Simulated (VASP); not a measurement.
## Si: band structure with TPSS

The system is Si.

```xyz
2
Lattice="4.1209 0.0000 0.0000 -2.0605 3.5688 0.0000 0.0000 0.0000 2.6548" Properties=species:S:1:pos:R:3 pbc="T T T"
Si    0.0000    2.3792    1.3274
Si    2.0605    1.1896    1.3274
```

The cell was built by a generator and needn't be a form met in nature.

```json
{
  "Program": "VASP 6.6.1",
  "Task": "band structure",
  "Functional": "TPSS",
  "Potentials or basis": "VASP PAW PBE potentials, release 64 (Si)",
  "Cutoff": "520 eV",
  "k mesh": "8 × 8 × 10",
  "Occupations": "fermi-dirac, width 0.05 eV",
  "Spin": "no spin polarisation",
  "Further INCAR settings": "ALGO = Normal; EDIFF = 1e-06; NBANDS = 11"
}
```

The pressure is -1.3 GPa. The band gap along the path is none (metal or under the smearing width).

Stress tensor (GPa, compression positive):
```
-1.40  0.00  0.00
 0.00 -1.40  0.00
 0.00  0.00 -1.07
```

Levels at the corners of the path, in eV from the Fermi level:
| point | band 1 | band 2 | band 3 | band 4 | band 5 | band 6 | band 7 | band 8 |
| --- | --- | --- | --- | --- | --- | --- | --- | --- |
| Γ | -12.48 | -2.93 | -2.93 | -2.70 | 1.25 | 1.25 | 5.54 | 6.49 |
| M | -10.62 | -8.91 | -4.13 | -1.33 | 6.23 | 7.03 | 7.27 | 7.95 |
| M | -10.62 | -8.91 | -4.13 | -1.33 | 6.23 | 7.03 | 7.27 | 7.95 |
| K | -9.69 | -9.69 | -5.63 | 3.06 | 3.06 | 3.95 | 8.72 | 8.72 |
| K | -9.69 | -9.69 | -5.63 | 3.06 | 3.06 | 3.95 | 8.72 | 8.72 |
| Γ | -12.48 | -2.93 | -2.93 | -2.70 | 1.25 | 1.25 | 5.54 | 6.49 |
| Γ | -12.48 | -2.93 | -2.93 | -2.70 | 1.25 | 1.25 | 5.54 | 6.49 |
| A | -8.55 | -5.93 | -0.22 | -0.22 | 1.26 | 3.40 | 4.36 | 4.36 |
| A | -8.55 | -5.93 | -0.22 | -0.22 | 1.26 | 3.40 | 4.36 | 4.36 |
| L | -6.67 | -5.07 | -4.26 | -2.60 | -1.26 | 2.98 | 3.93 | 5.02 |
| L | -6.67 | -5.07 | -4.26 | -2.60 | -1.26 | 2.98 | 3.93 | 5.02 |
| H | -5.76 | -5.76 | -3.42 | -3.42 | -2.48 | 2.08 | 7.06 | 7.23 |
| H | -5.76 | -5.76 | -3.42 | -3.42 | -2.48 | 2.08 | 7.06 | 7.23 |
| A | -8.55 | -5.93 | -0.22 | -0.22 | 1.26 | 3.40 | 4.36 | 4.36 |
| L | -6.67 | -5.07 | -4.26 | -2.60 | -1.26 | 2.98 | 3.93 | 5.02 |
| M | -10.62 | -8.91 | -4.13 | -1.33 | 6.23 | 7.03 | 7.27 | 7.95 |
| K | -9.69 | -9.69 | -5.63 | 3.06 | 3.06 | 3.95 | 8.72 | 8.72 |
| H | -5.76 | -5.76 | -3.42 | -3.42 | -2.48 | 2.08 | 7.06 | 7.23 |

It took 2.1 min on 1 thread of Intel(R) Xeon(R) Platinum 8488C (Sapphire Rapids), on a shared host, peak memory 0.21 GiB.

Caveat: the PAW data sets were made with another functional, which shifts forces and pressure a little.
